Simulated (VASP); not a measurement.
## InAs under changes of volume

One of the cells (24.297 Å³/atom); the others are scaled copies at fixed shape and fractional positions:

```
In As
1.0
     0.00000    2.89636    2.89636
     2.89636    0.00000    2.89636
     2.89636    2.89636    0.00000
In As
1 1
Direct
  0.50000 0.50000 0.50000
  0.00000 0.00000 0.00000
```

Measurements of this composition are mostly on another form, of space group No. 216.

```yaml
Program: VASP 6.6.1
Functional: PBE
Potentials_or_basis: VASP PAW PBE potentials, release 64 (In_d, As)
Cutoff: 520 eV
k_mesh: 8 × 8 × 8
Occupations: fermi-dirac, width 0.05 eV
Spin: no spin polarisation
```

```csv
volume (Å³/atom),energy over the lowest point (meV/atom),pressure (GPa)
22.392,?,?
22.868,6.42,2.8
23.344,0.33,1.3
24.297,0.00,-1.2
24.774,4.92,-2.2
25.250,12.71,-3.1
```

Task: What does the run at 22.392 Å³/atom give?

Result: Energy over the lowest point 17.12 meV/atom; pressure 4.4 GPa.

Worked out: A Birch-Murnaghan fit of order 3 (a polynomial in V^(-2/3)) to the other rows has its minimum at 23.83 Å³/atom with B0 = V·E''(V) = 61 GPa and B' = 4.9. It gives 17.12 meV/atom at 22.392 Å³/atom, against the run's 17.12, and -dE/dV = 4.4 GPa, against 4.4.

Energies are extrapolated to zero smearing.
